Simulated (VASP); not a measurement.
# MnF2 (R-3m) in VASP: further runs

Aim: see how the results for MnF2 move with the level of theory and the settings. Levels: PBE, LDA+U. Tasks: single point.

All numbers are computed with VASP 6.6.1; they aren't measurements. Logs are shortened: lines on timing, memory, paths and dates and some standing lists are left out, and cuts for length are marked.

### 1 The crystal as given

The structure is trigonal, space group R-3m (No. 166). The conventional cell has a = 3.174 Å, b = 3.174 Å, c = 14.393 Å, α = 90.00°, β = 90.00°, γ = 120.00°. Mn (site symmetry -3m) is surrounded by 6 F at 2.17 Å. Around F (site symmetry 3m) lie 3 Mn at 2.17 Å.

The cell was built by a generator and needn't be a form met in nature.

### 2 Single point, PBE, collinear spin, ferromagnetic start

File INCAR:

```
PREC     = Accurate       # precision mode
ENCUT    = 520            # plane-wave cutoff, eV
EDIFF    = 1E-6           # SCF threshold, eV
ISMEAR   = 0              # smearing method
SIGMA    = 0.05           # smearing width, eV
LREAL    = F              # projectors in reciprocal space
LASPH    = T              # aspherical terms in the spheres
NELM     = 150            # most SCF steps
ALGO     = Fast           # electronic algorithm
ISIF     = 2              # what is computed and relaxed
LWAVE    = F              # write WAVECAR
LCHARG   = T              # write CHGCAR
ISPIN    = 2              # spin polarisation
MAGMOM   = 4 0 0          # initial moments
LORBIT   = 11             # projections on sites
LMAXMIX  = 4              # l up to which the mixer works
GGA      = PE             # functional
LELF     = T              # ELF
LVHAR    = T
```

File KPOINTS:

```
Automatic mesh
0
Gamma
  7 7 7
```

File POSCAR:

```
MnF2
1.0
    1.5868133000      0.9161470900      4.7975342500
   -1.5868133000      0.9161470900      4.7975342500
    0.0000000000     -1.8322941800      4.7975342500
Mn F
1 2
Direct
    0.0000000000      0.0000000000      0.0000000000
    0.2520000000      0.2520000000      0.2520000000
    0.7480000000      0.7480000000      0.7480000000
```

Potentials or basis: VASP PAW PBE potentials, release 64 (Mn_pv, F).

Command:

```
> cat potpaw_PBE.64/Mn_pv/POTCAR potpaw_PBE.64/F/POTCAR > POTCAR
> mpirun -np 1 vasp_std > vasp.out
```

OUTCAR:

```text
PREC = Accurate
   ENCUT = 520
   EDIFF = 1E-6
   ISMEAR = 0
   LREAL = F
   LASPH = T
   NELM = 150
   ISIF = 2
   ISPIN = 2
   LORBIT = 11
   GGA = PE

 ion  position               nearest neighbor table
   1  0.000  0.000  0.000-   3 2.17   3 2.17   2 2.17   2 2.17   3 2.17   2 2.17
   2  0.252  0.252  0.252-   1 2.17   1 2.17   1 2.17
   3  0.748  0.748  0.748-   1 2.17   1 2.17   1 2.17

  LATTYP: Found a trigonal (rhomboedric) cell.
 ALAT       =     5.1355269272
 COS(alpha) =     0.8090535270

  Lattice vectors:

 A1 = (   1.5868133000,   0.9161470900,   4.7975342500)
 A2 = (  -1.5868133000,   0.9161470900,   4.7975342500)
 A3 = (   0.0000000000,  -1.8322941800,   4.7975342500)

Analysis of symmetry for initial positions (statically):
=====================================================================
 Subroutine PRICEL returns:
 Original cell was already a primitive cell.

 Routine SETGRP: Setting up the symmetry group for a
 trigonal (rhombohedral) supercell.

 Subroutine GETGRP returns: Found 12 space group operations
 (whereof 12 operations were pure point group operations)
 out of a pool of 12 trial point group operations.

The static configuration has the point symmetry D_3d.

Analysis of symmetry for dynamics (positions and initial velocities):
=====================================================================
 Subroutine PRICEL returns:
 Original cell was already a primitive cell.

 Routine SETGRP: Setting up the symmetry group for a
 trigonal (rhombohedral) supercell.

 Subroutine GETGRP returns: Found 12 space group operations
 (whereof 12 operations were pure point group operations)
 out of a pool of 12 trial point group operations.

The dynamic configuration has the point symmetry D_3d.

Analysis of structural, dynamic, and magnetic symmetry:
=====================================================================
 Subroutine PRICEL returns:
 Original cell was already a primitive cell.

 Routine SETGRP: Setting up the symmetry group for a
 trigonal (rhombohedral) supercell.

 Subroutine GETGRP returns: Found 12 space group operations
 (whereof 12 operations were pure point group operations)
 out of a pool of 12 trial point group operations.

The overall configuration has the point symmetry D_3d.

 Subroutine INISYM returns: Found 12 space group operations
 (whereof 12 operations are pure point group operations),
 and found     1 'primitive' translations

----------------------------------------------------------------------------------------

                                     Primitive cell

  volume of cell :      41.8466

  direct lattice vectors                    reciprocal lattice vectors
     1.586813300  0.916147090  4.797534250     0.315096930  0.181921297  0.069480136
    -1.586813300  0.916147090  4.797534250    -0.315096930  0.181921297  0.069480136
     0.000000000 -1.832294180  4.797534250     0.000000000 -0.363842594  0.069480136

  length of vectors
     5.135526927  5.135526927  5.135526929     0.370417228  0.370417228  0.370417227

  position of ions in fractional coordinates (direct lattice)
     0.000000000  0.000000000  0.000000000
     0.252000000  0.252000000  0.252000000
     0.748000000  0.748000000  0.748000000

  ion indices of the primitive-cell ions
   primitive index   ion index
                 1           1
                 2           2
                 3           3

----------------------------------------------------------------------------------------

 KPOINTS: Automatic mesh

Automatic generation of k-mesh.
 Grid dimensions read from file:
 generate k-points for:    7    7    7

 Generating k-lattice:

  Cartesian coordinates                     Fractional coordinates (reciprocal lattice)
     0.045013847  0.025988757  0.009925734     0.142857143  0.000000000  0.000000000
    -0.045013847  0.025988757  0.009925734     0.000000000  0.142857143  0.000000000
     0.000000000 -0.051977513  0.009925734     0.000000000  0.000000000  0.142857143

  Length of vectors
     0.052916747  0.052916747  0.052916747

  Shift w.r.t. Gamma in fractional coordinates (k-lattice)
     0.000000000  0.000000000  0.000000000

 Subroutine IBZKPT returns following result:
 ===========================================

 Found     44 irreducible k-points:

 Following reciprocal coordinates:
            Coordinates               Weight
  0.000000  0.000000  0.000000      1.000000
  0.142857 -0.000000 -0.000000      6.000000
  0.285714 -0.000000 -0.000000      6.000000
  0.428571  0.000000  0.000000      6.000000
  0.142857  0.142857  0.000000      6.000000
  0.285714  0.142857  0.000000     12.000000
[... 16 lines left out ...]
  0.285714  0.285714  0.142857      6.000000
  0.428571  0.285714  0.142857     12.000000
 [... further k-points ...]
   k-points           NKPTS =     44   k-points in BZ     NKDIM =     44   number of bands    NBANDS=     19
   number of dos      NEDOS =    301   number of ions     NIONS =      3
   total plane-waves  NPLWV =  64000
   dimension x,y,z NGX =    40 NGY =   40 NGZ =   40
   dimension x,y,z NGXF=    80 NGYF=   80 NGZF=   80
   ions per type =               1   2
   NGX,Y,Z   is equivalent  to a cutoff of  12.95, 12.95, 12.95 a.u.
   NGXF,Y,Z  is equivalent  to a cutoff of  25.90, 25.90, 25.90 a.u.
 SYSTEM =  unknown system
   PREC   = accura    normal or accurate (medium, high low for compatibility)
   ISTART =      0    job   : 0-new  1-cont  2-samecut
   ICHARG =      2    charge: 1-file 2-atom 10-const
   ISPIN  =      2    spin polarized calculation?
   LNONCOLLINEAR =      F non collinear calculations
   LSORBIT =      F    spin-orbit coupling
   LASPH  =      T    aspherical Exc in radial PAW
   ENCUT  =  520.0 eV  38.22 Ry    6.18 a.u.   9.55  9.55  9.55*2*pi/ulx,y,z
   NELM   =    150;   NELMIN=  2; NELMDL= -5     # of ELM steps
   EDIFF  = 0.1E-05   stopping-criterion for ELM
   LREAL  =      F    real-space projection
   EDIFFG = 0.1E-04   stopping-criterion for IOM
   NSW    =      0    number of steps for IOM
   IBRION =     -1    ionic relax: 0-MD 1-quasi-New 2-CG
   NFREE  =      0    steps in history (QN), initial steepest desc. (CG)
   ISIF   =      2    stress and relaxation
   ISYM   =      2    0-nonsym 1-usesym 2-fastsym
   POTIM  = 0.5000    time-step for ionic-motion
   TEBEG  =    0.0;   TEEND  =   0.0 temperature during run
   PSTRESS=    0.0 pullay stress
   NELECT =      27.0000    total number of electrons
   NUPDOWN=      -1.0000    fix difference up-down
   EMIN   =  10.00;   EMAX   =-10.00  energy-range for DOS
   EFERMI =   0.00;   METHOD = LEGACY
   ISMEAR =     0;   SIGMA  =   0.05  broadening in eV -4-tet -1-fermi 0-gaus
   EFERMI_NEDOS =   21; number of points for ismear=-14 and -15
   IALGO  =     68    algorithm
   IMIX   =      4    mixing-type and parameters
     AMIX     =   0.40;   BMIX     =  1.00
     AMIX_MAG =   1.60;   BMIX_MAG =  1.00
  volume/ion in A,a.u.               =      13.95        94.13
  Fermi-wavevector in a.u.,A,eV,Ry     =   1.414629  2.673262 27.227651  2.001176
  Thomas-Fermi vector in A             =   2.536152
   LORBIT       =     11    0 simple, 1 ext, 2 COOP (PROOUT), +10 PAW based schemes
   GGA     = PE    functional components
   LHFCALC =     F    Hartree Fock is set to
   AEXX    =    0.0000 exact exchange contribution
   IVDW    =     0    specifies the selected vdW correction
   LEPSILON=     F    determine dielectric tensor
   LRPA    =     F    only Hartree local field effects (RPA)
 spin polarized calculation
 RMM-DIIS sequential band-by-band and
 Gauss-broadening in eV      SIGMA  =   0.05
  energy-cutoff  :      520.00
  volume of cell :       41.85
 maximum number of plane-waves:      1144
 NGX is ok and might be reduce to    40
   NGX = 19   NGY = 19   NGZ = 19

 number of electron      27.0000002 magnetization       5.0000088

 Free energy of the ion-electron system (eV)
  ---------------------------------------------------
  ext. energy  EPLUGINS =         0.00000000
  ---------------------------------------------------
  free energy    TOTEN  =       -19.22264732 eV

  energy without entropy =      -19.22264732  energy(sigma->0) =      -19.22264732

 E-fermi :   1.8726     XC(G=0):  -9.4205

 val. band max:        1.6148569501   @ k =  -0.4286  -0.4286   0.1429
 cond. band min:       3.5394638233   @ k =   0.0000   0.0000   0.0000
 fundamental gap:      1.9246068732
 Fermi energy:         1.8725888073

 spin component 1

 k-point     1 :       0.0000    0.0000    0.0000
  band No.  band energies     occupation
      1     -47.7737      1.00000
      2     -47.7737      1.00000
      3     -47.7654      1.00000
      4     -21.7371      1.00000
      5     -21.2366      1.00000
      6      -4.6814      1.00000
[... 11 lines left out ...]
     18       8.8971      0.00000
     19      12.6944      0.00000
[... 485 lines left out ...]
 k-point    24 :       0.4286    0.2857    0.1429
  band No.  band energies     occupation
      1     -47.7943      1.00000
      2     -47.7801      1.00000
      3     -47.7620      1.00000
      4     -21.5236      1.00000
      5     -21.2944      1.00000
      6      -4.2158      1.00000
[... 11 lines left out ...]
     18       9.5905      0.00000
     19      13.7697      0.00000

 [... further k-points ...]

 spin component 2

 k-point     1 :       0.0000    0.0000    0.0000
  band No.  band energies     occupation
      1     -42.8367      1.00000
      2     -42.8367      1.00000
      3     -42.8130      1.00000
      4     -21.5091      1.00000
      5     -21.0197      1.00000
      6      -4.1143      1.00000
[... 11 lines left out ...]
     18       9.8230      0.00000
     19      13.3407      0.00000
[... 485 lines left out ...]
 k-point    24 :       0.4286    0.2857    0.1429
  band No.  band energies     occupation
      1     -42.8641      1.00000
      2     -42.8450      1.00000
      3     -42.8079      1.00000
      4     -21.2982      1.00000
      5     -21.0766      1.00000
      6      -3.7102      1.00000
[... 11 lines left out ...]
     18      10.3826      0.00000
     19      15.1213      0.00000

 [... further k-points ...]
[... 5 lines left out ...]
  --------------------------------------------------------------------------------------
  -------------------------------------------------------------------------------------
  Total        0.6495185      0.6495185     -1.9669223     -0.0000000     -0.0000000      0.0000000
  in kB       24.8680488     24.8680491    -75.3073590     -0.0000000     -0.0000000      0.0000000
  external PRESSURE =      -8.5237537 kB  Pullay stress =       0.0000000 kB

 VOLUME and BASIS-vectors are now :
 -----------------------------------------------------------------------------
  energy-cutoff  :      520.00
  volume of cell :       41.85
      direct lattice vectors                 reciprocal lattice vectors
     1.586813300  0.916147090  4.797534250     0.315096930  0.181921297  0.069480136
    -1.586813300  0.916147090  4.797534250    -0.315096930  0.181921297  0.069480136
     0.000000000 -1.832294180  4.797534250     0.000000000 -0.363842594  0.069480136

 POSITION                                       TOTAL-FORCE (eV/Angst)
 -----------------------------------------------------------------------------------
      0.00000      0.00000      0.00000         0.000000      0.000000     -0.000000
      0.00000      0.00000      3.62694         0.000000      0.000000      0.915949
      0.00000      0.00000     10.76567         0.000000      0.000000     -0.915949
 -----------------------------------------------------------------------------------
    total drift:                               -0.000000      0.000000     -0.000000

  FREE ENERGIE OF THE ION-ELECTRON SYSTEM (eV)
  ---------------------------------------------------
  free  energy   TOTEN  =       -19.2226473235 eV

  energy  without entropy=      -19.2226473235  energy(sigma->0) =      -19.22264732

 total charge

# of ion       s       p       d       tot
------------------------------------------
    1        0.164   6.138   4.945  11.247
    2        1.739   4.328   0.000   6.067
    3        1.739   4.328   0.000   6.067
--------------------------------------------------
tot          3.642  14.794   4.945  23.381

 magnetization (x)

# of ion       s       p       d       tot
------------------------------------------
    1        0.021   0.017   4.524   4.561
    2        0.007   0.097   0.000   0.104
    3        0.007   0.097   0.000   0.104
--------------------------------------------------
tot          0.034   0.212   4.524   4.770
```

Wall time 1.9 min (1 thread of AMD EPYC 9R45 (Zen 5), shared host); peak memory 0.26 GiB.

What came out:

```
Free energy                                           : -19.2226 eV
Pressure                                              : -0.9 GPa
Largest force                                         : 0.916 eV/Å
Band gap on the k mesh                                : 1.92 eV, indirect (least direct gap 2.00 eV)
Net moment                                            : 5.00 μB per cell
Site moments                                          : Mn +4.56; F +0.10 μB
Valence electrons inside the program's atomic spheres : Mn 11.25; F 6.07
```

Forces on the atoms (eV/Å):
```
Mn   0.000  0.000  0.000
F    0.000  0.000  0.916
F    0.000  0.000 -0.916
```

Caveat: an odd mesh through Γ misses points on the zone boundary, where band edges often lie; a cell with one magnetic atom can't hold antiferromagnetic order, which such compounds often take. As with any semilocal functional, this PBE gap is likely too small.

[end of part 1 of 2]
